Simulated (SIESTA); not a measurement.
## Sb under changes of volume

One of the cells (30.810 Å³/atom); the others are scaled copies at fixed shape and fractional positions:

```
Sb
1.0
     2.16847    1.25196    3.78289
    -2.16847    1.25196    3.78289
     0.00000   -2.50393    3.78289
Sb
2
Cartesian
  0.0000 0.0000 8.6989
  0.0000 0.0000 2.6498
```

```yaml
Program: SIESTA 5.4.2
Functional: PBEsol
Potentials_or_basis: PseudoDojo 0.4 standard (PBEsol files)
Basis: DZP (energy shift 0.003 Ry; two zetas on semicore shells)
Grid_cutoff: 500 Ry
Energy_shift: 0.003 Ry
k_mesh: 8 × 8 × 8
Occupations: fermi-dirac, width 0.05 eV
Spin: no spin polarisation
```

```tsv
volume (Å³/atom)	energy over the lowest point (meV/atom)	pressure (GPa)	largest force (eV/Å)
28.393	33.61	5.2	0.672
28.998	16.95	3.6	0.548
29.602	?	?	?
30.810	0.00	-0.2	0.223
31.414	2.80	-1.3	0.131
32.018	9.22	-2.2	0.042
```

**Question.** What does the run at 29.602 Å³/atom give?

**Answer.** Energy over the lowest point 7.20 meV/atom; pressure 2.2 GPa; largest force 0.436 eV/Å.

Worked out: A Birch-Murnaghan fit of order 3 (a polynomial in V^(-2/3)) to the other rows has its minimum at 30.64 Å³/atom with B0 = V·E''(V) = 54 GPa and B' = 6.3 at fixed shape and positions, which overstates the stiffness. It gives 6.34 meV/atom at 29.602 Å³/atom, against the run's 7.20, and -dE/dV = 2.1 GPa, against 2.2.

Energies are extrapolated to zero smearing.

Caveats: the basis of atomic orbitals isn't converged, which shifts pressures, moduli and gaps.
